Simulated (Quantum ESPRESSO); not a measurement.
# Si (Fd-3m) in Quantum ESPRESSO: a series of runs, part 3 of 3

Quantum ESPRESSO 7.5. Earlier steps stand in the parts before.

## 10. Single point, optB86b-vdW, 21.37 Å³/atom

pw.in reads:

```
&CONTROL
  calculation = 'scf'
  prefix = 'pwscf'
  outdir = './tmp'
  pseudo_dir = './pseudo'
  tprnfor = .true.
  tstress = .true.
  disk_io = 'nowf'
/
&SYSTEM
  ibrav = 0
  nat = 2
  ntyp = 1
  ecutwfc = 36
  nbnd = 9
  input_dft = 'vdw-df-ob86'
  occupations = 'smearing'
  smearing = 'fd'
  degauss = 0.00367493
/
&ELECTRONS
  conv_thr = 4d-10
  electron_maxstep = 120
  mixing_beta = 0.5
/
ATOMIC_SPECIES
Si    28.0850 Si.upf
CELL_PARAMETERS angstrom
   0.0000000000    2.7752343705    2.7752343705
   2.7752343705    0.0000000000    2.7752343705
   2.7752343705    2.7752343705    0.0000000000
ATOMIC_POSITIONS crystal
Si     0.5000000000    0.5000000000    0.5000000000
Si     0.7500000000    0.7500000000    0.7500000000
K_POINTS automatic
8 8 8 0 0 0
```

On the command line:

```
OMP_NUM_THREADS=1 pw.x -in pw.in > pw.out
```

Wall time 1.7 min (1 thread of Intel Xeon at 2.70GHz, shared host); peak memory 0.06 GiB.

Results (log left out):

```
Free energy            : -230.6172 eV
Pressure               : -3.8 GPa
Band gap on the k mesh : 0.72 eV, indirect (least direct gap 2.45 eV)
```

Caveat: the potentials were made for another functional, which shifts forces and pressure.

## 11. Equation of state, optB86b-vdW

No new run: the results of the series are fitted here.

Results:

```
Equilibrium volume                      : 20.40 Å³/atom
Bulk modulus                            : 89 GPa
Pressure derivative of the bulk modulus : 4.2
```

Energy against volume, from the lowest point:
| volume (Å³/atom) | energy (meV/atom) |
| --- | --- |
| 18.955 | 32.25 |
| 19.358 | 16.00 |
| 19.761 | 5.57 |
| 20.165 | 0.41 |
| 20.568 | 0.00 |
| 20.971 | 3.85 |
| 21.375 | 11.55 |

Caveat: the potentials were made for another functional, which shifts forces and pressure.

## 12. Summary

```csv
task,level,potentials or basis,cell,k mesh,cutoff (eV),form of the LDA correlation,q mesh,k mesh for the Wannier functions,projections,pressure (GPa)
phonon dispersion,LDA,PseudoDojo 0.4.1 SR LDA standard,relaxed,"6 × 6 × 6, shifted",435,PW92,3 × 3 × 3,-,-,0.0
Wannier functions,LDA,PseudoDojo 0.4.1 SR LDA standard,as given,8 × 8 × 8,435,PW92,-,5 × 5 × 5,Si sp,-2.5
equation of state,optB86b-vdW,PseudoDojo 0.4.1 SR PBE standard,as given,8 × 8 × 8,490,-,-,-,-,-
```

Alike in all rows: no spin polarisation; smearing fermi-dirac 0.05 eV.

Caveats: the potentials were made for another functional, which shifts forces and pressure (some runs).

Absolute energies hang on the potentials; compare differences alone.
